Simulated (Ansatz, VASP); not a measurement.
**Two plane-wave programs on BN**

The input INCAR:

```
SYSTEM = BN
  ALGO = Fast
  EDIFF = 1E-6
  EDIFFG = -0.005
  ENCUT = 600
  GGA = PS
  IBRION = 2
  ISIF = 3
  ISMEAR = -1
  IVDW = 12
  LASPH = .True.
  LCHARG = .False.
  LREAL = .False.
  LWAVE = .False.
  NELM = 80
  NSW = 40
  PREC = Accurate
  SIGMA = 0.05
```

Contents of KPOINTS:

```
k-points
0
Gamma
  12 12 12
  0 0 0
```

Contents of POSCAR:

```
BN
1.0
    1.2511217832      0.7223354983      3.3729344033
   -1.2511217832      0.7223354983      3.3729344033
    0.0000000000     -1.4446709966      3.3729344033
N B
1 1
Direct
    0.6672382000      0.6672382000      0.6672382000
    0.0003288000      0.0003288000      0.0003288000
```

The input input.yaml:

```yaml
crystal:
  lattice:
    - [1.2511217832, 0.7223354983, 3.3729344033]
    - [-1.2511217832, 0.7223354983, 3.3729344033]
    - [0.0, -1.4446709966, 3.3729344033]
  atoms:
    - { symbol: "N", position: [0.6672382, 0.6672382, 0.6672382] }
    - { symbol: B, position: [0.0003288, 0.0003288, 0.0003288] }
hamiltonian:
  xc: pbesol
  pseudopotentials: { kind: paw }
  dispersion: d3bj
kpoints:
  mp_grid: { grid: [12, 12, 12] }
scf:
  occupations: { method: fermi_dirac, width: 0.05 }
output:
  forces: true
  stress: true
  eigenvalues: true
relax:
  f_tol: 0.01
  max_steps: 40
  cell: { stress_tol: 0.05 }
```

The cell is a database's computed one.

Alike in both runs: task relaxation of cell and atoms; functional PBEsol; dispersion D3(BJ); k mesh 12 × 12 × 12; occupations fermi-dirac, width 0.05 eV; no spin polarisation.

|  | VASP | Ansatz |
| --- | --- | --- |
| version | VASP 6.6.1 | Ansatz 0.2.0 |
| potentials or method | VASP PAW PBE potentials, release 64 (N, B) | Ansatz PAW |
| plane-wave cutoff (eV) | 600 | 420 |
| valence electrons in the cell | 8 | 8 |

Ansatz gave:

- gap on the k mesh at the Fermi level, each at its own relaxed structure (eV): 4.04
- relaxed volume (Å³/atom): 8.63
- relaxed cell length with the largest relative difference (Å): 3.500
- energy change over the relaxation (meV/atom): -2

Problem. Which values does VASP return?

Solution. gap on the k mesh at the Fermi level, each at its own relaxed structure (eV): 4.00; relaxed volume (Å³/atom): 8.55; relaxed cell length with the largest relative difference (Å): 3.472; energy change over the relaxation (meV/atom): -3.

Caveats: the PAW data sets were made with another functional, which shifts forces and pressure a little (VASP); the plane-wave basis is chosen anew once the cell has moved, so the energies of steps on either side of that aren't comparable (Ansatz); the pressure holds a Pulay correction of +0.6 GPa for the finite cutoff (Ansatz); the PAW data sets come from PBE, with cores solved anew for the run's functional, which leaves a small shift of forces and pressure (Ansatz). A k mesh can miss the band edges. As with any semilocal functional, this PBEsol gap is likely too small.
